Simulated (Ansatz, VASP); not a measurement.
# Two plane-wave programs on InAs

```
In As
1.0
     0.00000    3.09386    3.09386
     3.09386    0.00000    3.09386
     3.09386    3.09386    0.00000
In As
1 1
Direct
  0.00000 0.00000 0.00000
  0.25000 0.25000 0.25000
```

Alike in both runs: functional PBE; k mesh 12 × 12 × 12; occupations fermi-dirac, width 0.15 eV; no spin polarisation.

Ansatz relaxed the structure, and its values are those at the end. VASP's run is a single point on that final structure, the one shown.

|  | VASP | Ansatz |
| --- | --- | --- |
| version | VASP 6.6.1 | Ansatz 0.2.0 |
| potentials or method | VASP PAW PBE potentials, release 64 (In_d, As) | scalar-relativistic, plane waves, PAW |
| plane-wave cutoff (eV) | 520 | 420 |
| valence electrons in the cell | 18 | 28 |

|  | VASP | Ansatz | Ansatz less VASP |
| --- | --- | --- | --- |
| gap on the k mesh at the Fermi level (eV) | none | none | - |
| pressure (GPa) | 0.0 | 0.0 | -0.04 |

A gap of «none» marks a metal or a gap that the smearing closes. The two sets of potentials don't hold the same shells in valence.
